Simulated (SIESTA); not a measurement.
A run of SIESTA 5.4.2:

Contents of run.py:

```python
from ase.io import read
from ase.calculators.siesta import Siesta
from ase.units import Ry, GPa

atoms = read("BaTiO3.cif")

fdf = {
    'SCFMustConverge': False,
    'OccupationFunction': 'FD',
    'ElectronicTemperature': '0.05 eV',
    'MaxSCFIterations': '120',
    'SCF.Mixer.Method': 'Pulay',
    'SCF.Mixer.Weight': '0.25',
    'SCF.Mixer.History': '8',
    'SCF.DM.Tolerance': '5.0e-05',
    'SCF.H.Tolerance': '1.0e-03 eV',
    'WriteForces': 'true',
    'Charge.Mulliken': 'end',
    'BandLinesScale': 'ReciprocalLatticeVectors',
    'BandLines': ['  1    0.000000   0.000000   0.000000  \\Gamma', ' 11    0.500000   0.000000   0.000000  L', '  9    0.500000   0.251037  -0.251037  B1', '  1    0.748963   0.500000   0.251037  B', '  9    0.500000   0.500000   0.500000  Z', ' 11    0.000000   0.000000   0.000000  \\Gamma', ' 14    0.375518   0.000000  -0.375518  X', '  1    0.624482   0.375518   0.000000  Q', '  5    0.500000   0.500000   0.000000  F', '  5    0.624482   0.624482   0.251037  P1', '  8    0.500000   0.500000   0.500000  Z', '  1    0.500000   0.000000   0.000000  L', '  8    0.748963   0.375518   0.375518  P'],
    'PAO.Basis': ['Ba.1 5', 'n=5 0 2', '  4.395 0.000', 'n=6 0 2', '  9.500 0.000', 'n=5 1 2', '  5.243 0.000', 'n=6 1 1', '  9.500', 'n=5 2 1', '  7.000', 'Ti.2 5', 'n=3 0 2', '  3.144 0.000', 'n=4 0 2', '  8.756 0.000', 'n=3 1 2', '  3.568 0.000', 'n=4 1 1', '  8.756', 'n=3 2 2', '  6.267 0.000'],
}
calc = Siesta(
    label="BaTiO3",
    command="siesta < PREFIX.fdf > PREFIX.out",
    pseudo_path="pseudos",
    pseudo_qualifier="",
    xc=('GGA', 'PBE'),
    basis_set="DZP",
    mesh_cutoff=800 * Ry,
    energy_shift=0.003 * Ry,
    kpts=[4, 4, 4],
    spin="non-polarized",
    fdf_arguments=fdf,
)
atoms.calc = calc

print(f"energy = {atoms.get_potential_energy():.6f} eV")
free = atoms.get_potential_energy(force_consistent=True)
print(f"free energy = {free:.6f} eV")
print("forces (eV/A):")
print(atoms.get_forces(apply_constraint=False).round(6))
print("stress (GPa, Voigt order, tension positive):", (atoms.get_stress() / GPa).round(4))
```

Contents of BaTiO3.cif:

```cif
data_BaTiO3
_cell_length_a 5.63212754
_cell_length_b 5.63212754
_cell_length_c 5.63212754
_cell_angle_alpha 60.27281665
_cell_angle_beta 60.27281665
_cell_angle_gamma 60.27281666
_space_group_name_H-M_alt 'P1'
_space_group_name_Hall 'P 1'
_space_group_IT_number 1
loop_
_space_group_symop_operation_xyz
'x,y,z'
loop_
_atom_site_label
_atom_site_type_symbol
_atom_site_symmetry_multiplicity
_atom_site_Wyckoff_symbol
_atom_site_fract_x
_atom_site_fract_y
_atom_site_fract_z
_atom_site_occupancy
Ba1 Ba 1 a 0.1406192600 0.9677509100 0.9177924700 1
Ba2 Ba 1 a 0.4190818000 0.6545572300 0.5774295100 1
Ti1 Ti 1 a 0.6574938200 0.7046525900 0.8554444300 1
Ti2 Ti 1 a 0.2344125900 0.1942032400 0.2254501000 1
O1 O 1 a 0.4837202500 0.4659246800 0.1078378300 1
O2 O 1 a 0.0500661900 0.0623520400 0.5268240400 1
O3 O 1 a 0.9548351000 0.3989537400 0.6266454800 1
O4 O 1 a 0.5288699900 0.0487807000 0.8613690900 1
O5 O 1 a 0.4536088400 0.9888950700 0.5045799500 1
O6 O 1 a 0.0985921700 0.5352298000 0.8179271000 1
```

Potentials or basis: PseudoDojo 0.4 standard (PBE files), DZP (energy shift 0.003 Ry; two zetas on semicore shells; d shell added on Ba).

Run with:

```console
$ python run.py
```

Hardware: 1 thread of Arm Neoverse V2 (shared host).

Task: Estimate the wall time of this run.

Result: It took 3.2 min on 1 thread of Arm Neoverse V2 (shared host), peak memory 0.62 GiB. Counts: scf iterations 16, k points 44, bands 160.
